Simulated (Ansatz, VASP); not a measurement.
CdTe in VASP and in Ansatz

```xyz
2
Lattice="4.6083 0.0000 0.0000 2.3041 3.9909 0.0000 2.3041 1.3303 3.7626" Properties=species:S:1:pos:R:3 pbc="T T T"
Cd    0.0000    0.0000    0.0000
Te    2.3041    1.3303    0.9407
```

Alike in both runs: functional r2SCAN; dispersion rVV10; k mesh 6 × 6 × 6; no spin polarisation.

Ansatz relaxed the structure, and its values are those at the end. VASP's run is a single point on that final structure, the one shown.

|  | VASP | Ansatz |
| --- | --- | --- |
| version | VASP 6.6.1 | Ansatz 0.2.0 |
| potentials or method | VASP PAW PBE potentials, release 64 (Cd, Te) | plane waves, PAW |
| plane-wave cutoff (eV) | 520 | 510 |
| occupations | gaussian, width 0.01 eV | fixed |
| valence electrons in the cell | 18 | 36 |

VASP gave:

```
pressure (GPa) : 0.3
```

Question: What did Ansatz give for the same quantities?

Answer: Pressure (GPa): 0.0.

The two sets of potentials don't hold the same shells in valence.

Caveats: the PAW data sets were made with another functional, which shifts forces and pressure a little (VASP).
